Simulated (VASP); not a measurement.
# Ca (Pm-3m) in VASP: elastic constants with r2SCAN

Aim: the elastic constants of Ca with r2SCAN.

Program: VASP 6.6.1. These are calculated values, not measurements. Logs are shortened: lines on timing, memory, paths and dates and some standing lists are left out, and cuts for length are marked.

## 1. The crystal as given

Symmetry: Pm-3m, No. 221, cubic system. Conventional cell: a = 3.489 Å, b = 3.489 Å, c = 3.489 Å, α = 90.00°, β = 90.00°, γ = 90.00°. Ca (site symmetry m-3m) has 6 Ca at 3.49 Å as nearest neighbours.

This isn't the form of Ca at room conditions, which is fcc.

## 2. Elastic constants, r2SCAN

POSCAR

```
Ca
1.0
    3.4886563400      0.0000000000      0.0000000000
    0.0000000000      3.4886563400      0.0000000000
    0.0000000000      0.0000000000      3.4886563400
Ca
1
Direct
    0.0000000000      0.0000000000      0.0000000000
```

INCAR.step1

```
SYSTEM = Ca
PREC     = Accurate       ! precision mode
ENCUT    = 600            ! plane-wave cutoff, eV
EDIFF    = 1E-8           ! SCF threshold, eV
ISMEAR   = 1              ! smearing method
SIGMA    = 0.1            ! smearing width, eV
LREAL    = .FALSE.        ! projectors in reciprocal space
LASPH    = .TRUE.         ! aspherical terms in the spheres
NELM     = 80             ! most SCF steps
ALGO     = Normal         ! electronic algorithm
ISIF     = 3              ! what is computed and relaxed
LWAVE    = .FALSE.        ! write WAVECAR
LCHARG   = .FALSE.        ! write CHGCAR
METAGGA  = R2SCAN         ! meta-GGA
LMIXTAU  = .TRUE.       
IBRION   = 2              ! ionic algorithm
NSW      = 40             ! ionic steps
EDIFFG   = -0.002         ! ionic threshold
```

INCAR.step2

```
SYSTEM = Ca
PREC     = Accurate       ! precision mode
ENCUT    = 600            ! plane-wave cutoff, eV
EDIFF    = 1E-8           ! SCF threshold, eV
ISMEAR   = 1              ! smearing method
SIGMA    = 0.1            ! smearing width, eV
LREAL    = .FALSE.        ! projectors in reciprocal space
LASPH    = .TRUE.         ! aspherical terms in the spheres
NELM     = 80             ! most SCF steps
ALGO     = Normal         ! electronic algorithm
ISIF     = 3              ! what is computed and relaxed
LWAVE    = .FALSE.        ! write WAVECAR
LCHARG   = .FALSE.        ! write CHGCAR
METAGGA  = R2SCAN         ! meta-GGA
LMIXTAU  = .TRUE.       
IBRION   = 6              ! ionic algorithm
NFREE    = 2            
POTIM    = 0.015          ! step
NSW      = 1              ! ionic steps
```

KPOINTS

```
regular mesh
0
G
  6 6 6
  0 0 0
```

Potentials or basis: VASP PAW PBE potentials, release 64 (Ca_sv).

The run is started by

```
> cat potpaw_PBE.64/Ca_sv/POTCAR > POTCAR
> cp INCAR.step1 INCAR
> mpirun -np 1 vasp_std > vasp.out
> cp CONTCAR POSCAR
> cp INCAR.step2 INCAR
> mpirun -np 1 vasp_std > vasp.out
```

OUTCAR:

```text
SYSTEM = Ca
   PREC = Accurate
   ENCUT = 600
   EDIFF = 1E-8
   ISMEAR = 1
   LREAL = .FALSE.
   LASPH = .TRUE.
   NELM = 80
   ISIF = 3
   METAGGA = R2SCAN
   IBRION = 6
   NFREE = 2
   POTIM = 0.015
   NSW = 1

 ion  position               nearest neighbor table
   1  0.000  0.000  0.000-

  LATTYP: Found a simple cubic cell.
 ALAT       =     3.5433690705

  Lattice vectors:

 A1 = (   3.5433690705,   0.0000000000,   0.0000000000)
 A2 = (   0.0000000000,   3.5433690705,   0.0000000000)
 A3 = (   0.0000000000,   0.0000000000,   3.5433690705)

Analysis of symmetry for initial positions (statically):
=====================================================================
 Subroutine PRICEL returns:
 Original cell was already a primitive cell.

 Routine SETGRP: Setting up the symmetry group for a
 simple cubic supercell.

 Subroutine GETGRP returns: Found 48 space group operations
 (whereof 48 operations were pure point group operations)
 out of a pool of 48 trial point group operations.

The static configuration has the point symmetry O_h .

Analysis of symmetry for dynamics (positions and initial velocities):
=====================================================================
 Subroutine PRICEL returns:
 Original cell was already a primitive cell.

 Routine SETGRP: Setting up the symmetry group for a
 simple cubic supercell.

 Subroutine GETGRP returns: Found 48 space group operations
 (whereof 48 operations were pure point group operations)
 out of a pool of 48 trial point group operations.

The dynamic configuration has the point symmetry O_h .

 Subroutine INISYM returns: Found 48 space group operations
 (whereof 48 operations are pure point group operations),
 and found     1 'primitive' translations

----------------------------------------------------------------------------------------

                                     Primitive cell

  volume of cell :      44.4886

  direct lattice vectors                    reciprocal lattice vectors
     3.543369070  0.000000000  0.000000000     0.282217285  0.000000000  0.000000000
     0.000000000  3.543369070  0.000000000     0.000000000  0.282217285  0.000000000
     0.000000000  0.000000000  3.543369070     0.000000000  0.000000000  0.282217285

  length of vectors
     3.543369070  3.543369070  3.543369070     0.282217285  0.282217285  0.282217285

  position of ions in fractional coordinates (direct lattice)
     0.000000000  0.000000000  0.000000000

  ion indices of the primitive-cell ions
   primitive index   ion index
                 1           1

----------------------------------------------------------------------------------------

 KPOINTS: regular mesh

Automatic generation of k-mesh.
 Grid dimensions read from file:
 generate k-points for:    6    6    6

 Generating k-lattice:

  Cartesian coordinates                     Fractional coordinates (reciprocal lattice)
     0.047036214  0.000000000  0.000000000     0.166666667  0.000000000  0.000000000
     0.000000000  0.047036214  0.000000000     0.000000000  0.166666667  0.000000000
     0.000000000  0.000000000  0.047036214     0.000000000  0.000000000  0.166666667

  Length of vectors
     0.047036214  0.047036214  0.047036214

  Shift w.r.t. Gamma in fractional coordinates (k-lattice)
     0.000000000  0.000000000  0.000000000

 Subroutine IBZKPT returns following result:
 ===========================================
[... 64 lines left out ...]
  volume/ion in A,a.u.               =      44.49       300.22
  Fermi-wavevector in a.u.,A,eV,Ry     =   0.995387  1.881008 13.480576  0.990794
  Thomas-Fermi vector in A             =   2.127403
   LORBIT       =      0    0 simple, 1 ext, 2 COOP (PROOUT), +10 PAW based schemes
   METAGGA = R2SCAN    functional components
   LHFCALC =     F    Hartree Fock is set to
   AEXX    =    0.0000 exact exchange contribution
   IVDW    =     0    specifies the selected vdW correction
   LEPSILON=     F    determine dielectric tensor
   LRPA    =     F    only Hartree local field effects (RPA)
 finite differences with symmetry
 non-spin polarized calculation
 Methfessel and Paxton  Order N= 1 SIGMA  =   0.10
  energy-cutoff  :      600.00
  volume of cell :       44.49
 maximum number of plane-waves:      1503
   NGX = 15   NGY = 15   NGZ = 15

--------------------------------------- Ionic step        1  -------------------------------------------

 number of electron      10.0000000 magnetization

 number of electron       9.9999997 magnetization

 Free energy of the ion-electron system (eV)
  ---------------------------------------------------
  ext. energy  EPLUGINS =         0.00000000
  ---------------------------------------------------
  free energy    TOTEN  =        -6.63859896 eV

  energy without entropy =       -6.63863875  energy(sigma->0) =       -6.63861222

------------------------ aborting loop because EDIFF is reached ----------------------------------------

  FORCE on cell =-STRESS in cart. coord.  units (eV):
  Direction    XX          YY          ZZ          XY          YZ          ZX
  --------------------------------------------------------------------------------------
  -------------------------------------------------------------------------------------
  Total        0.0012925      0.0012925      0.0012925      0.0000000     -0.0000000      0.0000000
  in kB        0.0465454      0.0465454      0.0465454      0.0000000     -0.0000000      0.0000000
  external PRESSURE =       0.0465454 kB  Pullay stress =       0.0000000 kB
[... 86 lines left out ...]
  FREE ENERGIE OF THE ION-ELECTRON SYSTEM (eV)
  ---------------------------------------------------
  free  energy   TOTEN  =        -6.6371531114 eV

  energy  without entropy=       -6.6368876116  energy(sigma->0) =       -6.63706461

[... ionic steps 4 to 12 ...]

--------------------------------------- Ionic step       13  -------------------------------------------

 number of electron       9.9999998 magnetization

------------------------ aborting loop because EDIFF is reached ----------------------------------------
[... 65 lines left out ...]
--------------------------------------- Ionic step       15  -------------------------------------------

 number of electron       9.9999998 magnetization

 Free energy of the ion-electron system (eV)
  ---------------------------------------------------
  ext. energy  EPLUGINS =         0.00000000
  ---------------------------------------------------
  free energy    TOTEN  =        -6.63860599 eV

  energy without entropy =       -6.63864597  energy(sigma->0) =       -6.63861932

 E-fermi :   1.5360     XC(G=0):  -8.0128

 val. band max:        1.4830979715   @ k =   0.5000   0.3333   0.1667
 cond. band min:       1.6071893612   @ k =   0.5000   0.5000   0.1667
 fundamental gap:      0.1240913897
 Fermi energy:         1.5360158366

 k-point     1 :       0.0000    0.0000    0.0000
  band No.  band energies     occupation
      1     -42.3858      2.00000
      2     -22.3953      2.00000
      3     -22.3953      2.00000
      4     -22.3953      2.00000
      5      -2.3227      2.00000
      6       2.8013     -0.00000
      7       2.8014     -0.00000
      8       6.0914      0.00000
      9       6.0914      0.00000
[... 254 lines left out ...]
  FREE ENERGIE OF THE ION-ELECTRON SYSTEM (eV)
  ---------------------------------------------------
  free  energy   TOTEN  =        -6.6386059929 eV

  energy  without entropy=       -6.6386459739  energy(sigma->0) =       -6.63861932

 INTERNAL STRAIN TENSORS FROM STRAINED CELLS
 ============================================

 INTERNAL STRAIN TENSOR FOR ION    1 for displacements in x,y,z  (eV/Angst):
          X           Y           Z          XY          YZ          ZX
  --------------------------------------------------------------------------------
  x     0.00000     0.00000     0.00000     0.00000     0.00000     0.00000
  y     0.00000     0.00000     0.00000     0.00000     0.00000     0.00000
  z     0.00000     0.00000     0.00000     0.00000     0.00000     0.00000

 INTERNAL STRAIN TENSORS FROM DISPLACED ATOMS
 ============================================

 INTERNAL STRAIN TENSOR FOR ION    1 for displacements in x,y,z  (eV/Angst):
          X           Y           Z          XY          YZ          ZX
  --------------------------------------------------------------------------------
  x     0.00000     0.00000     0.00000     0.00000     0.00000     0.00000
  y     0.00000     0.00000     0.00000     0.00000     0.00000     0.00000
  z     0.00000     0.00000     0.00000     0.00000     0.00000     0.00000

 Eigenvectors and eigenvalues of the dynamical matrix
 ----------------------------------------------------

   1 f/i=    0.000000 THz     0.000000 2PiTHz    0.000000 cm-1     0.000000 meV
             X         Y         Z           dx          dy          dz
      0.000000  0.000000  0.000000     1.000000    0.000000    0.000000

   2 f/i=    0.000000 THz     0.000000 2PiTHz    0.000000 cm-1     0.000000 meV
             X         Y         Z           dx          dy          dz
      0.000000  0.000000  0.000000     0.000000    1.000000    0.000000

   3 f/i=    0.000000 THz     0.000000 2PiTHz    0.000000 cm-1     0.000000 meV
             X         Y         Z           dx          dy          dz
      0.000000  0.000000  0.000000     0.000000    0.000000    1.000000

--------------------------------------------------------------------------------------------------------

 ELASTIC MODULI CONTR FROM IONIC RELAXATION (kBar)
 Direction    XX          YY          ZZ          XY          YZ          ZX
 --------------------------------------------------------------------------------
 XX           0.0000      0.0000      0.0000      0.0000      0.0000      0.0000
 YY           0.0000      0.0000      0.0000      0.0000      0.0000      0.0000
 ZZ           0.0000      0.0000      0.0000      0.0000      0.0000      0.0000
 XY           0.0000      0.0000      0.0000      0.0000      0.0000      0.0000
 YZ           0.0000      0.0000      0.0000      0.0000      0.0000      0.0000
 ZX           0.0000      0.0000      0.0000      0.0000      0.0000      0.0000
 --------------------------------------------------------------------------------

 TOTAL ELASTIC MODULI (kBar)
 Direction    XX          YY          ZZ          XY          YZ          ZX
 --------------------------------------------------------------------------------
 XX         516.2413   -112.3956   -112.3956     -0.0000     -0.0000     -0.0000
 YY        -112.3956    516.2413   -112.3956      0.0000     -0.0000      0.0000
 ZZ        -112.3956   -112.3956    516.2413     -0.0000      0.0000      0.0000
 XY          -0.0000      0.0000     -0.0000    -73.9326      0.0000      0.0000
 YZ          -0.0000     -0.0000      0.0000      0.0000    -73.9326      0.0000
 ZX          -0.0000      0.0000      0.0000      0.0000      0.0000    -73.9326
 --------------------------------------------------------------------------------
```

Wall time 18 min (1 thread of Intel Xeon Platinum 8375C at 2.90GHz (Ice Lake), shared host); peak memory 0.23 GiB.

Results:

```yaml
Relaxed_volume: 44.49 Å³/atom
Relaxed_cell: a = 3.543 Å, b = 3.543 Å, c = 3.543 Å, α = 90.00°, β = 90.00°, γ = 90.00°
Space_group_after_relaxing_to_0.05_Å: Pm-3m (No. 221)
Elastic_constants_C11_C12_C44: 52, -11, -7 GPa
Voigt_bulk_modulus: 10 GPa
```

The path:
| step | energy change (eV) | largest force (eV/Å) | pressure (GPa) | volume (Å³) |
| --- | --- | --- | --- | --- |
| 1 | 0.0000 | 0.0000 | 0.32 | 42.46 |
| 2 | -0.0010 | 0.0000 | 0.27 | 42.98 |
| 3 | -0.0024 | 0.0000 | -0.03 | 44.59 |
| 4 | -0.0025 | 0.0000 | 0.01 | 44.44 |
| 5 | -0.0025 | 0.0000 | 0.00 | 44.49 |

Final structure:
```xyz
1
Lattice="3.5434 0.0000 0.0000 0.0000 3.5434 0.0000 0.0000 0.0000 3.5434" Properties=species:S:1:pos:R:3 pbc="T T T"
Ca    0.0000    0.0000    0.0000
```

Elastic tensor in Voigt notation (GPa, in the Cartesian axes of the cell as first typed):
```
 52 -11 -11   0   0   0
-11  52 -11   0   0   0
-11 -11  52   0   0   0
  0   0   0  -7   0   0
  0   0   0   0  -7   0
  0   0   0   0   0  -7
```

Clamped-ion elastic tensor (GPa):
```
 52 -11 -11   0   0   0
-11  52 -11   0   0   0
-11 -11  52   0   0   0
  0   0   0  -7   0   0
  0   0   0   0  -7   0
  0   0   0   0   0  -7
```

Caveat: the elastic tensor has a negative eigenvalue, so either the cell is unstable as it stands or the mesh is too thin; the PAW data sets were made with another functional, which shifts forces and pressure a little.

## 3. For comparison

An earlier run on the cell as given: functional PBE; potentials or basis VASP PAW PBE potentials, release 64 (Ca_sv); cutoff 520 eV; k mesh 8 × 8 × 8; occupations fermi-dirac, width 0.05 eV; no spin polarisation.

* Pressure: 0.4 GPa
* Band gap on the k mesh: none (metal or under the smearing width)
